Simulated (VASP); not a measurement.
A run of VASP 6.6.1 is set up as follows.

Contents of INCAR:

```
SYSTEM = In
PREC = Accurate ; ENCUT = 520
EDIFF = 1E-6 ; ISMEAR = 0
SIGMA = 0.15 ; LREAL = .False.
LASPH = .True. ; NELM = 100
ALGO = Fast ; ISIF = 2
LWAVE = .False. ; LCHARG = .True.
GGA = PS ; LELF = .True.
LVHAR = .True. ; NBANDS = 12
```

KPOINTS

```
Automatic mesh
0
Gamma
  20 20 20
  0 0 0
```

The input POSCAR:

```
In
1.0
   -1.5936270000      1.6586730000      2.4739500000
    1.5936270000     -1.6586730000      2.4739500000
    1.5936270000      1.6586730000     -2.4739500000
In
1
Direct
    0.0000000000      0.0000000000      0.0000000000
```

Potentials or basis: VASP PAW PBE potentials, release 64 (In_d).

Command:

```sh
$ cat potpaw_PBE.64/In_d/POTCAR > POTCAR
$ mpirun -np 1 vasp_std > vasp.out
```

Task: Predict the pressure.

Result: -0.9 GPa.

Task: What does it give for the band gap on the k mesh?

Result: None (metal or under the smearing width).

Stress tensor (GPa, compression positive):
```
-0.37  0.00  0.00
 0.00 -1.24  0.00
 0.00  0.00 -1.05
```

Caveat: the PAW data sets were made with another functional, which shifts forces and pressure a little.
